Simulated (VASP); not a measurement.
A run of VASP 6.6.1:

File INCAR:

```
SYSTEM = CdO
PREC = Accurate ; ENCUT = 520
EDIFF = 1E-6 ; ISMEAR = 0
SIGMA = 0.03 ; LREAL = .FALSE.
LASPH = .TRUE. ; NELM = 80
ALGO = Normal ; ISIF = 2
LWAVE = .FALSE. ; LCHARG = .FALSE.
GGA = PS ; NBANDS = 16
ICORELEVEL = 1
```

KPOINTS

```
regular mesh
0
G
  12 12 12
  0 0 0
```

File POSCAR:

```
CdO                                     
1.0
    0.0000000000      2.3523961160      2.3523961160
    2.3523961160      0.0000000000      2.3523961160
    2.3523961160      2.3523961160      0.0000000000
  Cd              O             
     1     1
Direct
     0.0000000000000000    0.0000000000000000    0.0000000000000000
     0.5000000000000000    0.5000000000000000    0.5000000000000000
```

Contents of KPOINTS_OPT:

```
explicit points
109
Reciprocal
 0.0000000000  0.0000000000  0.0000000000 1
 0.0555555556  0.0000000000  0.0555555556 1
 0.1111111111  0.0000000000  0.1111111111 1
 0.1666666667  0.0000000000  0.1666666667 1
 0.2222222222  0.0000000000  0.2222222222 1
 0.2777777778  0.0000000000  0.2777777778 1
 0.3333333333  0.0000000000  0.3333333333 1
 0.3888888889  0.0000000000  0.3888888889 1
 0.4444444444  0.0000000000  0.4444444444 1
 0.5000000000  0.0000000000  0.5000000000 1
 0.5000000000  0.0000000000  0.5000000000 1
 0.5000000000  0.0277777778  0.5277777778 1
 0.5000000000  0.0555555556  0.5555555556 1
 0.5000000000  0.0833333333  0.5833333333 1
 0.5000000000  0.1111111111  0.6111111111 1
 0.5000000000  0.1388888889  0.6388888889 1
 0.5000000000  0.1666666667  0.6666666667 1
 0.5000000000  0.1944444444  0.6944444444 1
 0.5000000000  0.2222222222  0.7222222222 1
 0.5000000000  0.2500000000  0.7500000000 1
 0.5000000000  0.2500000000  0.7500000000 1
 0.4861111111  0.2638888889  0.7500000000 1
 0.4722222222  0.2777777778  0.7500000000 1
 0.4583333333  0.2916666667  0.7500000000 1
 0.4444444444  0.3055555556  0.7500000000 1
 0.4305555556  0.3194444444  0.7500000000 1
 0.4166666667  0.3333333333  0.7500000000 1
 0.4027777778  0.3472222222  0.7500000000 1
 0.3888888889  0.3611111111  0.7500000000 1
 0.3750000000  0.3750000000  0.7500000000 1
 0.3750000000  0.3750000000  0.7500000000 1
 0.3333333333  0.3333333333  0.6666666667 1
 0.2916666667  0.2916666667  0.5833333333 1
 0.2500000000  0.2500000000  0.5000000000 1
 0.2083333333  0.2083333333  0.4166666667 1
 0.1666666667  0.1666666667  0.3333333333 1
 0.1250000000  0.1250000000  0.2500000000 1
 0.0833333333  0.0833333333  0.1666666667 1
 0.0416666667  0.0416666667  0.0833333333 1
 0.0000000000  0.0000000000  0.0000000000 1
 0.0000000000  0.0000000000  0.0000000000 1
 0.0555555556  0.0555555556  0.0555555556 1
 0.1111111111  0.1111111111  0.1111111111 1
 0.1666666667  0.1666666667  0.1666666667 1
 0.2222222222  0.2222222222  0.2222222222 1
 0.2777777778  0.2777777778  0.2777777778 1
 0.3333333333  0.3333333333  0.3333333333 1
 0.3888888889  0.3888888889  0.3888888889 1
 0.4444444444  0.4444444444  0.4444444444 1
 0.5000000000  0.5000000000  0.5000000000 1
 0.5000000000  0.5000000000  0.5000000000 1
 0.5138888889  0.4722222222  0.5138888889 1
 0.5277777778  0.4444444444  0.5277777778 1
 0.5416666667  0.4166666667  0.5416666667 1
 0.5555555556  0.3888888889  0.5555555556 1
 0.5694444444  0.3611111111  0.5694444444 1
 0.5833333333  0.3333333333  0.5833333333 1
 0.5972222222  0.3055555556  0.5972222222 1
 0.6111111111  0.2777777778  0.6111111111 1
 0.6250000000  0.2500000000  0.6250000000 1
 0.6250000000  0.2500000000  0.6250000000 1
 0.6111111111  0.2500000000  0.6388888889 1
 0.5972222222  0.2500000000  0.6527777778 1
 0.5833333333  0.2500000000  0.6666666667 1
 0.5694444444  0.2500000000  0.6805555556 1
 0.5555555556  0.2500000000  0.6944444444 1
 0.5416666667  0.2500000000  0.7083333333 1
 0.5277777778  0.2500000000  0.7222222222 1
 0.5138888889  0.2500000000  0.7361111111 1
 0.5000000000  0.2500000000  0.7500000000 1
 0.5000000000  0.2500000000  0.7500000000 1
 0.5000000000  0.2777777778  0.7222222222 1
 0.5000000000  0.3055555556  0.6944444444 1
 0.5000000000  0.3333333333  0.6666666667 1
 0.5000000000  0.3611111111  0.6388888889 1
 0.5000000000  0.3888888889  0.6111111111 1
 0.5000000000  0.4166666667  0.5833333333 1
 0.5000000000  0.4444444444  0.5555555556 1
 0.5000000000  0.4722222222  0.5277777778 1
 0.5000000000  0.5000000000  0.5000000000 1
 0.5000000000  0.5000000000  0.5000000000 1
 0.4861111111  0.4861111111  0.5277777778 1
 0.4722222222  0.4722222222  0.5555555556 1
 0.4583333333  0.4583333333  0.5833333333 1
 0.4444444444  0.4444444444  0.6111111111 1
 0.4305555556  0.4305555556  0.6388888889 1
 0.4166666667  0.4166666667  0.6666666667 1
 0.4027777778  0.4027777778  0.6944444444 1
 0.3888888889  0.3888888889  0.7222222222 1
 0.3750000000  0.3750000000  0.7500000000 1
 0.6250000000  0.2500000000  0.6250000000 1
 0.6111111111  0.2222222222  0.6111111111 1
 0.5972222222  0.1944444444  0.5972222222 1
 0.5833333333  0.1666666667  0.5833333333 1
 0.5694444444  0.1388888889  0.5694444444 1
 0.5555555556  0.1111111111  0.5555555556 1
 0.5416666667  0.0833333333  0.5416666667 1
 0.5277777778  0.0555555556  0.5277777778 1
 0.5138888889  0.0277777778  0.5138888889 1
 0.5000000000  0.0000000000  0.5000000000 1
 0.0000000000  0.0000000000  0.0000000000 1
 0.3750000000  0.3750000000  0.7500000000 1
 0.5000000000  0.5000000000  0.5000000000 1
 0.6250000000  0.2500000000  0.6250000000 1
 0.5000000000  0.2500000000  0.7500000000 1
 0.5000000000  0.0000000000  0.5000000000 1
 0.4000000000  0.0000000000  0.4000000000 1
 0.4250000000  0.0000000000  0.4250000000 1
 0.4500000000  0.0000000000  0.4500000000 1
```

Potentials or basis: VASP PAW PBE potentials, release 64 (Cd, O).

Run with:

```console
$ cat potpaw_PBE.64/Cd/POTCAR potpaw_PBE.64/O/POTCAR > POTCAR
$ mpirun -np 1 vasp_std > vasp.out
```

Hardware: 1 thread of Intel(R) Xeon(R) Platinum 8488C (Sapphire Rapids), with other jobs on the host.

How long does it take, and how much memory?

Run time: 34 s on 1 thread of Intel(R) Xeon(R) Platinum 8488C (Sapphire Rapids) (shared host), peak memory 0.19 GiB. Counts: scf iterations 27, k points 72.
